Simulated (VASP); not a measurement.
**Ba: single point with RPBE**

Crystal: Ba.

```
CELL_PARAMETERS angstrom
0.00000 3.23267 3.23267
3.23267 0.00000 3.23267
3.23267 3.23267 0.00000
ATOMIC_POSITIONS crystal
Ba 0.00000 0.00000 0.00000
```

This isn't the form of Ba at room conditions, which is bcc.

| Item | Value |
| --- | --- |
| Program | VASP 6.6.1 |
| Task | single point |
| Functional | RPBE |
| Potentials or basis | VASP PAW PBE potentials, release 64 (Ba_sv) |
| Cutoff | 500 eV |
| k mesh | 7 × 7 × 7 |
| Occupations | gaussian, width 0.1 eV |
| Spin | no spin polarisation |
| Further INCAR settings | ALGO = Normal; EDIFF = 1e-06 |

| Item | Value |
| --- | --- |
| Pressure | 0.3 GPa |
| Band gap on the k mesh | none (metal or under the smearing width) |

Levels at points of the mesh, in eV from the Fermi level:
```tsv
k point	band 2	band 3	band 4	band 5	band 6	band 7	band 8	band 9
(0.00, 0.00, 0.00)	-14.07	-14.07	-14.07	-2.73	1.73	1.73	1.73	3.16
```

It used 9 s of CPU time on 1 thread of Intel(R) Xeon(R) Platinum 8559C (Emerald Rapids), with other jobs on the host, which was overloaded at the time.

Caveat: the PAW data sets were made with another functional, which shifts forces and pressure a little. Spin-orbit coupling is left out, which matters for the levels of Ba.
